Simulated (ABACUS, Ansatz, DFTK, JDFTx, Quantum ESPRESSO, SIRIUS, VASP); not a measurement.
**Ca: programs and potentials compared**

```
Ca
1.0
     0.00000    2.79420    2.79420
     2.79420    0.00000    2.79420
     2.79420    2.79420    0.00000
Ca
1
Direct
  0.00000 0.00000 0.00000
```

Alike in all runs: task single point; functional PBE; k mesh 8 × 8 × 8; occupations fermi-dirac, width 0.05 eV; no spin polarisation; no spin-orbit coupling. Pressure is positive in compression and, in plane waves, holds the error of the finite cutoff, which Ansatz's Pulay term estimates and takes out.

```
                                     program and potentials  plane-wave cutoff (eV)  notes  band gap (eV)  pressure (GPa)
             Ansatz, all-electron LAPW, scalar-relativistic                       -      -         no gap           -0.56
SIRIUS, PseudoDojo 0.4.1 PBE standard (scalar relativistic)                     937      -         no gap           -0.57
   ABACUS, PseudoDojo NC SR 0.4.1 PBE standard, plane waves                     925      -         no gap           -0.58
                          VASP, PBE PAW files Ca_sv, 520 eV                     520      -         no gap           -0.55
                      JDFTx, PseudoDojo-SR-PBE-0.5-standard                     925      -         no gap           -0.58
                  Quantum ESPRESSO, SSSP 1.3 efficiency PBE                     748      -         no gap           -0.56
               DFTK, PseudoDojo SR PBE 0.4.1 standard (PBE)                    1034      -         no gap           -0.57
                      Ansatz, Ansatz PAW (earlier soft set)                     420      -         no gap           -0.56
```

None finds a gap. The pressure spans -0.58 (ABACUS, PseudoDojo NC SR 0.4.1 PBE standard, plane waves) to -0.55 GPa (VASP, PBE PAW files Ca_sv, 520 eV), with all-electron results at -0.56.

The functional is the same throughout but for its coding, so the spread measures potentials, basis and numerics; runs on potential files found faulty are left out.
